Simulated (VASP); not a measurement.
**MoSe2: single point with PBE**

Crystal: MoSe2.

```
Mo Se
1.0
     3.28800    0.00000    0.00000
    -1.64400    2.84749    0.00000
     0.00000    0.00000   12.90000
Mo Se
2 4
Direct
  0.66667 0.33333 0.75000
  0.33333 0.66667 0.25000
  0.66667 0.33333 0.37500
  0.33333 0.66667 0.87500
  0.66667 0.33333 0.12500
  0.33333 0.66667 0.62500
```

| Property | Result |
| --- | --- |
| Program | VASP 6.6.1 |
| Task | single point |
| Functional | PBE |
| Potentials or basis | VASP PAW PBE potentials, release 64 (Mo_sv, Se) |
| Cutoff | 520 eV |
| k mesh | 9 × 9 × 2 |
| Occupations | fermi-dirac, width 0.05 eV |
| Spin | no spin polarisation |
| Further INCAR settings | ALGO = Normal; EDIFF = 1e-07; NBANDS = 35 |

The pressure is 8.3 GPa and the largest force is 1.145 eV/Å. The band gap on the k mesh is 0.88 eV, indirect (least direct gap 1.38 eV).

Forces in eV/Å, atoms in the order of the input:
```
Mo   0.000  0.000  0.000
Mo   0.000  0.000  0.000
Se   0.000  0.000  1.145
Se   0.000  0.000  1.145
Se   0.000  0.000 -1.145
Se   0.000  0.000 -1.145
```

Stress tensor (GPa, compression positive):
```
 6.49  0.00  0.00
 0.00  6.49  0.00
 0.00  0.00 12.01
```

Levels at points of the mesh, in eV from the valence-band top:
| k point | band 23 | band 24 | band 25 | band 26 | band 27 | band 28 | band 29 | band 30 |
| --- | --- | --- | --- | --- | --- | --- | --- | --- |
| (0.00, 0.00, 0.00) | -1.84 | -1.09 | -0.88 | 0.00 | 2.41 | 2.41 | 2.46 | 2.46 |
| (0.00, 0.00, 0.50) | -1.86 | -1.86 | -0.20 | -0.20 | 2.42 | 2.42 | 2.42 | 2.42 |

Wall time 57 s on 1 thread of AMD EPYC 9R45 96-Core Processor (Zen 5), on a shared host, peak memory 0.23 GiB.

Caveat: an odd mesh through Γ misses points on the zone boundary, where band edges often lie; the cell's inner coordinates are idealised or old, which leaves forces on the atoms; this functional lacks dispersion, which binds the layers, so the pressure and a relaxed spacing across them are unreliable. A hybrid or GW would open this gap; PBE tends to underestimate it.
